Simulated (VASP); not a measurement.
# KBr in VASP 6.6.1, single-point calculation

INCAR

```
LREAL = .FALSE.
ISMEAR = -1
PREC = Accurate
LCHARG = .FALSE.
LWAVE = .FALSE.
BMIX = 0.5
ISIF = 2
NSW = 0
NELM = 120
IBRION = -1
ALGO = Conjugate
ENCUT = 520
SIGMA = 0.02
GGA = PE
EDIFF = 1E-7
LASPH = .TRUE.
NBANDS = 15
```

KPOINTS

```
KPOINTS created by Atomic Simulation Environment
0
Gamma
6 6 6
0 0 0
```

POSCAR

```
K  Br
 1.0000000000000000
     0.0000000000000000    3.4540206374000002    3.3024387009999998
     3.4540206374000002    0.0000000000000000    3.3024387009999998
     3.4540206374000002    3.4540206374000002    0.0000000000000000
 K   Br
   1   1
Cartesian
  0.0000000000000000  0.0000000000000000  0.0000000000000000
  3.4540206373999998  3.4540206373999998  3.3024387009999994
```

The recommended PBE PAW datasets give the neutral cell 16 valence electrons.

Command

```
mpirun -np 1 vasp_std
```

Q: How does this run end, and what does it give?

A: It converged. Results: gap between bands v and c on the k mesh 4.19 eV; least direct gap on the k mesh 4.19 eV; pressure -0.4 GPa. Band v is the last that the valence electrons fill when counted band by band, and c is the next.

OSZICAR

```
N       E                     dE             d eps       ncg     rms           ort
DAV:   1     0.968658809322E+02    0.96866E+02   -0.78816E+03   450   0.979E+02
DAV:   2     0.398071785635E-01   -0.96826E+02   -0.90407E+02   450   0.223E+02
DAV:   3    -0.615046646424E+01   -0.61903E+01   -0.61623E+01   450   0.499E+01
DAV:   4    -0.640760566372E+01   -0.25714E+00   -0.25706E+00   450   0.883E+00
DAV:   5    -0.640998480069E+01   -0.23791E-02   -0.23791E-02   450   0.960E-01
SDA:   6    -0.594453671870E+01    0.46545E+00   -0.23791E-02   450   0.102E+01   0.000E+00
CGA:   7    -0.617982788493E+01   -0.23529E+00   -0.23568E+00   450   0.706E-01  -0.653E-02
CGA:   8    -0.620244239234E+01   -0.22615E-01   -0.22608E-01   450   0.216E-01   0.102E-03
CGA:   9    -0.620964474406E+01   -0.72024E-02   -0.72167E-02   450   0.558E-02  -0.124E-03
CGA:  10    -0.621110298917E+01   -0.14582E-02   -0.14580E-02   450   0.104E-02   0.655E-05
CGA:  11    -0.621140187528E+01   -0.29889E-03   -0.29840E-03   450   0.154E-03   0.879E-05
CGA:  12    -0.621145229043E+01   -0.50415E-04   -0.50930E-04   450   0.342E-04  -0.562E-05
CGA:  13    -0.621146614922E+01   -0.13859E-04   -0.14005E-04   450   0.149E-04  -0.813E-06
CGA:  14    -0.621147300457E+01   -0.68553E-05   -0.69261E-05   450   0.684E-05  -0.334E-06
CGA:  15    -0.621147602698E+01   -0.30224E-05   -0.33338E-05   450   0.265E-05  -0.146E-05
CGA:  16    -0.621147681387E+01   -0.78689E-06   -0.80104E-06   450   0.613E-06  -0.181E-06
CGA:  17    -0.621147699371E+01   -0.17983E-06   -0.17976E-06   450   0.154E-06   0.671E-07
CGA:  18    -0.621147706696E+01   -0.73254E-07   -0.74646E-07   450   0.737E-07  -0.113E-07
   1 F= -.62114771E+01 E0= -.62114771E+01  d E =-.595499E-11
```

For comparison, a separate PBE run of the intended cell, on usual settings and not on those above, gives a gap of 4.19 eV on its mesh and a pressure of -0.4 GPa.
